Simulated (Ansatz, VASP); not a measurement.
## CsBr: VASP beside Ansatz

```xyz
2
Lattice="4.3543 0.0000 0.0000 0.0000 4.3543 0.0000 0.0000 0.0000 4.3543" Properties=species:S:1:pos:R:3 pbc="T T T"
Cs    0.0000    0.0000    0.0000
Br    2.1771    2.1771    2.1771
```

Change from the starting cell: volume scaled by 1.02.

Alike in both runs: task single point; functional PBE; k mesh 6 × 6 × 6; occupations fermi-dirac, width 0.05 eV; no spin polarisation.

|  | VASP | Ansatz |
| --- | --- | --- |
| version | VASP 6.6.1 | Ansatz 0.2.0 |
| potentials or method | VASP PAW PBE potentials, release 64 (Cs_sv, Br), cutoff 520 eV | all-electron LAPW, scalar-relativistic |

Ansatz gave:

| Quantity | Value |
| --- | --- |
| gap on the k mesh at the Fermi level (eV) | 4.35 |
| least direct gap on the mesh (eV) | 4.36 |
| pressure (GPa) | 0.3 |

Question: What did VASP give for the same quantities?

Answer: gap on the k mesh at the Fermi level (eV): 4.33; least direct gap on the mesh (eV): 4.35; pressure (GPa): 0.4.

Ansatz ran all-electron here, so the differences hold the error of VASP's frozen core and of both bases.

Caveats: spin-orbit coupling is left out, which moves the levels of the heavy elements. A k mesh can miss the band edges.
